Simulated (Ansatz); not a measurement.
Two isomers of C4H6: A = `CC#CC`, B = `C1=CCC1`.

Computed with Ansatz on PBE0-D4/def2-TZVP structures; ΔE is electronic, products minus reactants. CCSD(T)/CBS adds triple-zeta CCSD(T) − MP2 to the extrapolated MP2 energy (def2 sets, frozen cores). Functionals use def2-TZVPP. B3LYP here is the variant with VWN-RPA as its local correlation; programs differ in this.

(1) Which is lower in electronic energy at CCSD(T)/CBS, and by how much? (An estimate is asked.)

(2) Give E(B) − E(A) in kJ/mol with B3LYP-D4, MP2/def2-TZVPP, PBE0-D4, ωB97M-V, CCSD(T)/def2-TZVPP, PBE-D4, r2SCAN-D4. (An estimate is asked.)

(3) Does the order hold for the free energy at 298.15 K (harmonic terms from PBE0-D4)? (An estimate is asked.)

Largest T1 diagnostic: 0.011.

## Answers

(1) Ansatz gave: A, by 10.8 kJ/mol.

(2) The calculation gave: B3LYP-D4 21.7, MP2/def2-TZVPP 15.9, PBE0-D4 -1.0, ωB97M-V 8.1, CCSD(T)/def2-TZVPP 10.7, PBE-D4 3.8, r2SCAN-D4 11.7. The order is the other way round with PBE0-D4.

(3) Ansatz gave: Yes: G(B) − G(A) = +22.4 kJ/mol. Modes under 60 cm⁻¹, often nearly free rotors, make the harmonic entropy too high.

The D4 term adds −4.7 kJ/mol with B3LYP and −2.2 kJ/mol with PBE0; it sums over pairs of atoms, weighted by their polarisabilities, and B3LYP, whose exchange is more repulsive, gets the larger term. From r2SCAN to r2SCAN0 (25 % exact exchange), in def2-TZVPP and without D4, E(B) − E(A) moves by −5.3 kJ/mol.
